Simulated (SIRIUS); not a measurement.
# O under changes of volume

One of the cells (18.134 Å³/atom); the others are scaled copies at fixed shape and fractional positions:

```
CELL_PARAMETERS angstrom
1.67495 0.96703 3.73200
-1.67495 0.96703 3.73200
0.00000 -1.93406 3.73200
ATOMIC_POSITIONS crystal
O 0.05461 0.05461 0.05461
O 0.94539 0.94539 0.94539
```

The real solid is made of molecules; this cell is a model form.

```yaml
Program: SIRIUS 7.10.0
Functional: PBE
Potentials_or_basis: PseudoDojo 0.4.1 PBE standard (scalar relativistic)
Cutoff: 1152 eV
Density_cutoff: 4606 eV
k_mesh: 9 × 9 × 9
Occupations: fermi-dirac, width 0.05 eV
Spin: no spin polarisation
```

```csv
volume (Å³/atom),energy over the lowest point (meV/atom),pressure (GPa),largest force (eV/Å)
17.046,0.00,-0.4,1.129
17.409,2.53,-1.5,0.511
17.772,7.49,-2.5,0.065
18.134,14.60,-3.4,0.601
18.497,23.65,-4.3,1.101
18.860,?,?,?
19.223,46.84,-5.6,2.003
```

**Question.** What does the run at 18.860 Å³/atom give?

**Answer.** Energy over the lowest point 34.46 meV/atom; pressure -5.0 GPa; largest force 1.567 eV/Å.

Worked out: A Birch-Murnaghan fit of order 3 (a polynomial in V^(-2/3)) to the other rows has its minimum at 16.88 Å³/atom, just outside them, with B0 = V·E''(V) = 58 GPa and B' = 4.1 at fixed shape and positions, which overstates the stiffness. It gives 34.47 meV/atom at 18.860 Å³/atom, against the run's 34.46, and -dE/dV = -5.1 GPa, against -5.0.

Energies are extrapolated to zero smearing.

Caveats: spin is off for a triplet molecule; forces of over 1 eV/Å show positions far from the minimum, so gaps and moduli don't describe the material at rest (some runs).
